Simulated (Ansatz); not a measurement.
Rocksalt LiBr, relaxed with r2SCAN: 10 runs in the PAW code Ansatz, each a construction of maximally localised Wannier functions. The symmetry is Fm-3m (No. 225, cubic); a = 5.479 Å in the conventional setting, 20.56 Å³ an atom. Li has 6 Br at 2.74 Å; Br has 6 Li at 2.74 Å. Spin-unpolarised throughout; all numbers are computed.

```yaml
crystal:
  lattice:
    - [0.00000, 2.73957, 2.73957]
    - [2.73957, 0.00000, 2.73957]
    - [2.73957, 2.73957, 0.00000]
  atoms:
    - { symbol: Li, position: [0.00000, 0.00000, 0.00000] }
    - { symbol: Br, position: [0.50000, 0.50000, 0.50000] }
```

Windows count from the top of the filled bands; a dash means that no such window was set (without an outer window there is no disentanglement). Rows marked drawn have settings drawn at random (some not listed).

```
functional  SCF mesh          trial orbitals  functions   mesh  window (eV)  frozen (eV)  settings  Ω total (Å²)  Ω invariant (Å²)  largest spread (Å²)  least projectability  interpolation miss of the model's filled bands (eV, to the nearest computed level)
       PBE     6×6×6              Br s, Br p          4  6×6×6            –            –    chosen          5.09              4.15                 1.27                  0.98                                                                               0.010
       PBE     6×6×6              Br s, Br p          4  4×4×4            –            –    chosen          4.82              3.90                 1.20                  0.98                                                                               0.049
       PBE     6×6×6              Br s, Br p          4  8×8×8            –            –    chosen          5.18              4.24                 1.30                  0.98                                                                               0.002
       PBE     6×6×6                    Br p          3  6×6×6            –            –    chosen          5.05              5.03                 1.68                  0.95                                                                               0.010
    r2SCAN     6×6×6              Br s, Br p          4  6×6×6            –            –    chosen          4.96              4.01                 1.24                  0.98                                                                               0.008
    r2SCAN     6×6×6                    Br p          3  6×6×6            –            –    chosen          4.93              4.91                 1.64                  0.95                                                                               0.008
     HSE06     6×6×6              Br s, Br p          4  6×6×6            –            –    chosen          4.98              4.03                 1.24                  0.98                                                                                   –
     HSE06     6×6×6                    Br p          3  6×6×6            –            –    chosen          4.95              4.93                 1.65                  0.95                                                                                   –
       PBE     6×6×6                    Br p          3  3×3×3            –            –     drawn          4.39              4.35                 1.46                  0.96                                                                               0.272
       PBE     6×6×6  Br p (loose tolerance)          3  6×6×6            –            –     drawn          5.05              5.03                 1.68                  0.95                                                                               0.010
```

For Br s, Br p with PBE the spread goes 4.82 Å² (4×4×4), 5.09 Å² (6×6×6), 5.18 Å² (8×8×8): finite differences on a coarse mesh understate it.

The runs are scalar-relativistic, without spin-orbit coupling.
